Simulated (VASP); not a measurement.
Write the native input for VASP 6.6.1 that does the following.

| Quantity | Value |
| --- | --- |
| Task | single point |
| Functional | PBEsol |
| Potentials or basis | VASP PAW PBE potentials, release 64 (Sb) |
| Cutoff | 520 eV |
| k mesh | 4 × 4 × 4 |
| Occupations | gaussian, width 0.1 eV |
| Spin | no spin polarisation |
| Dipole correction | no |
| Further INCAR settings | ALGO = Normal; EDIFF = 1e-06; NBANDS = 8 |

The structure of Sb lies in POSCAR:

```
Sb
1.0
    5.2808284840      0.0000000000      0.0000000000
    0.0000000000      5.2808284840      0.0000000000
    0.0000000000      0.0000000000      5.4107142271
Sb
1
Direct
    0.0000000000      0.0000000000      0.0000000000
```

This isn't the form of Sb at room conditions, which is rhombohedral.

The cell isn't the ideal one: P replaced by Sb, lengths x 1.179, strained and moved within the space group.

One way to write it, as run:

INCAR

```
SYSTEM = Sb
ALGO = Normal
EDIFF = 1E-6
ENCUT = 520
GGA = PS
ISIF = 2
ISMEAR = 0
LASPH = .True.
LCHARG = .True.
LELF = .True.
LREAL = .False.
LVHAR = .True.
LWAVE = .False.
NBANDS = 8
NELM = 100
PREC = Accurate
SIGMA = 0.1
```

KPOINTS

```
k-points
0
Gamma
  4 4 4
  0 0 0
```

Potentials or basis: VASP PAW PBE potentials, release 64 (Sb).

Launch:

```sh
$ cat potpaw_PBE.64/Sb/POTCAR > POTCAR
$ mpirun -np 1 vasp_std > vasp.out
```

It gave:

The pressure is -1.3 GPa. The band gap on the k mesh is none (metal or under the smearing width).

Caveat: the PAW data sets were made with another functional, which shifts forces and pressure a little.

It took 13 s on 1 thread of Intel(R) Xeon(R) Platinum 8559C (Emerald Rapids) (shared host), peak memory 0.23 GiB.
